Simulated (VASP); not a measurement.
Data:

```
CELL_PARAMETERS angstrom
      4.42423     0.00000     0.00000
      0.00000     4.42423     0.00000
      0.00000     0.00000     2.88726
ATOMIC_POSITIONS crystal
  Ge 0.00000 0.00000 0.00000
  Ge 0.50000 0.50000 0.50000
  O  0.30623 0.30623 0.00000
  O  0.80623 0.19377 0.50000
  O  0.19377 0.80623 0.50000
  O  0.69377 0.69377 0.00000
```

Calculation: PBEsol GGA, VASP's PBE PAW potentials (set 64) (plane waves; VASP). Settings: 520 eV cut-off, Gaussian smearing of 0.050 eV, potentials Ge_d O.

### Question
Give the energies of bands 16 to 28 at the high-symmetry points, in eV from the valence-band maximum.

### Answer

| band | Γ | X | M | Z | R | A |
|---|---|---|---|---|---|---|
| 16 | -5.49 | -8.46 | -7.09 | -9.32 | -8.98 | -10.25 |
| 17 | -5.49 | -4.00 | -5.12 | -5.81 | -7.15 | -6.78 |
| 18 | -4.95 | -4.00 | -5.12 | -5.81 | -7.15 | -6.78 |
| 19 | -4.58 | -3.91 | -3.79 | -5.14 | -5.64 | -3.60 |
| 20 | -3.36 | -3.91 | -3.79 | -5.14 | -5.64 | -3.60 |
| 21 | -2.48 | -2.88 | -2.41 | -3.72 | -2.78 | -3.59 |
| 22 | -2.04 | -2.88 | -2.41 | -3.72 | -2.78 | -3.59 |
| 23 | -2.04 | -1.84 | -2.15 | -2.31 | -1.41 | -1.36 |
| 24 | -0.83 | -1.84 | -2.15 | -2.31 | -1.41 | -1.36 |
| 25 | -0.83 | -0.84 | -1.49 | -1.90 | -1.38 | -1.17 |
| 26 | 0.00 | -0.84 | -1.49 | -1.90 | -1.38 | -1.17 |
| 27 | 1.57 | 4.67 | 4.72 | 5.95 | 6.17 | 4.44 |
| 28 | 5.63 | 4.67 | 4.72 | 5.95 | 6.17 | 4.44 |

The gap is direct, 1.57 eV, from the valence maximum at Γ to the conduction minimum at Γ.

Measured: gap 4.68 eV (computed value off by -3.11 eV), as given by Kelsey A. Mengle et al., Journal of Applied Physics (2019), arXiv:1905.10301.

The compound is GeO2 in the rutile structure. It was relaxed first.
